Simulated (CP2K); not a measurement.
LiF (Griceite) under changes of volume

One of the cells (8.169 Å³/atom); the others are scaled copies at fixed shape and fractional positions:

```
F Li
1.0
     2.84823    0.00000    0.00000
     1.42411    2.46664    0.00000
     1.42411    0.82221    2.32557
F Li
1 1
Direct
  0.50000 0.50000 0.50000
  0.00000 0.00000 0.00000
```

| Item | Value |
| --- | --- |
| Program | CP2K 2026.2 |
| Functional | PBEsol |
| Potentials or basis | POTENTIAL_UZH F GTH-PBE-q7, Li GTH-PBE-q3; TZVP-MOLOPT-PBE-GTH basis |
| Density cutoff | 10204 eV |
| k mesh | 11 × 11 × 11 |
| Occupations | fermi-dirac, width 0.1 eV |
| Spin | no spin polarisation |

| volume (Å³/atom) | energy over the lowest point (meV/atom) | pressure (GPa) | gap on the mesh (eV) |
| --- | --- | --- | --- |
| 7.679 | 76.73 | 4.1 | 9.41 |
| 7.842 | 71.56 | 2.3 | 9.21 |
| 8.006 | 69.93 | 0.8 | 9.02 |
| 8.169 | 69.28 | -0.7 | 8.85 |
| 8.333 | ? | ? | ? |
| 8.496 | 0.00 | -321.0 | none |
| 8.659 | 76.58 | -4.2 | 8.36 |

Q: What does the run at 8.333 Å³/atom give?

A: Energy over the lowest point 70.22 meV/atom; pressure -2.1 GPa; gap on the mesh 8.68 eV.

The energies don't lie on one smooth curve, so no fit is given. The run at 8.496 Å³/atom lies farthest off, from a change of basis, grid or state.

Energies are extrapolated to zero smearing.

Caveats: the potentials were made for another functional, which shifts forces and pressure; the basis of atomic orbitals isn't converged, which shifts pressures, moduli and gaps; an odd mesh through Γ misses points on the zone boundary, where band edges often lie (some runs).

A gap of «none» marks a metal or a gap under the smearing width.
